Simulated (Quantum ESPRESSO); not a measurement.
The system is Hf.

```xyz
2
Lattice="3.1967 0.0000 0.0000 -1.5983 2.7684 0.0000 0.0000 0.0000 5.0578" Properties=species:S:1:pos:R:3 pbc="T T T"
Hf    1.5984    0.9228    3.7934
Hf    0.0000    1.8456    1.2645
```

- Program: Quantum ESPRESSO 7.5
- Task: phonon dispersion
- Functional: LDA
- Potentials or basis: GBRV 1.5 LDA
- Cutoff: 612 eV
- Density cutoff: 4898 eV
- k mesh: 8 × 8 × 4
- Occupations: cold, width 0.2 eV
- Spin: no spin polarisation
- Form of the LDA correlation: PZ81
- Mixing beta: 0.5
- Most SCF iterations: 120
- SCF threshold: 4e-10 Ry
- q mesh: 2 × 2 × 2

The cell and the atoms were relaxed first, to 20.88 Å³/atom (a = 3.125 Å, b = 3.125 Å, c = 4.937 Å, α = 90.00°, β = 90.00°, γ = 120.00°), and the response was taken there.

Problem. What are the zero-point energy, and the vibrational entropy and heat capacity at 298.15 K?

Solution. Zero-point energy 19.6 meV/atom; entropy 5.22 k_B/atom (43.4 J/(K·mol of atoms)); Cv 2.93 k_B/atom, 98 % of the classical limit. These are harmonic values without the electrons' part.

Phonon frequencies at the corners of the path (cm⁻¹, interpolated; i marks imaginary ones):
| point | frequencies |
| --- | --- |
| Γ | 0 0 0 71 71 137 |
| M | 63 73 124 131 136 142 |
| K | 105 107 107 126 126 145 |
| A | 49 49 49 49 115 115 |
| L | 100 100 105 105 158 158 |
| H | 98 98 123 123 157 157 |

Harmonic thermodynamics per atom at this volume (zero-point energy 19.6 meV, Debye temperature from the second moment 205 K):
| T (K) | free energy (meV) | entropy (k_B) | heat capacity Cv (k_B) |
| --- | --- | --- | --- |
| 50 | 18.6 | 0.79 | 1.50 |
| 100 | 12.0 | 2.20 | 2.46 |
| 200 | -15.7 | 4.07 | 2.85 |
| 298.15 | -55.3 | 5.22 | 2.93 |
| 500 | -160.5 | 6.75 | 2.98 |
| 800 | -354.6 | 8.15 | 2.99 |

Phonon states per cell in windows of 10 cm⁻¹ (negative: imaginary):
| from (cm⁻¹) | total |
| --- | --- |
| 0 | 0.00 |
| 10 | 0.01 |
| 20 | 0.04 |
| 30 | 0.08 |
| 40 | 0.13 |
| 50 | 0.21 |
| 60 | 0.34 |
| 70 | 0.50 |
| 80 | 0.60 |
| 90 | 0.70 |
| 100 | 0.56 |
| 110 | 0.68 |
| 120 | 0.56 |
| 130 | 0.60 |
| 140 | 0.59 |
| 150 | 0.40 |

A q mesh this small can miss soft modes between its points.

Caveat: the mesh is thin for the phonons of a metal; the q mesh is small, so phonon branches between its points and thermal values are rough.
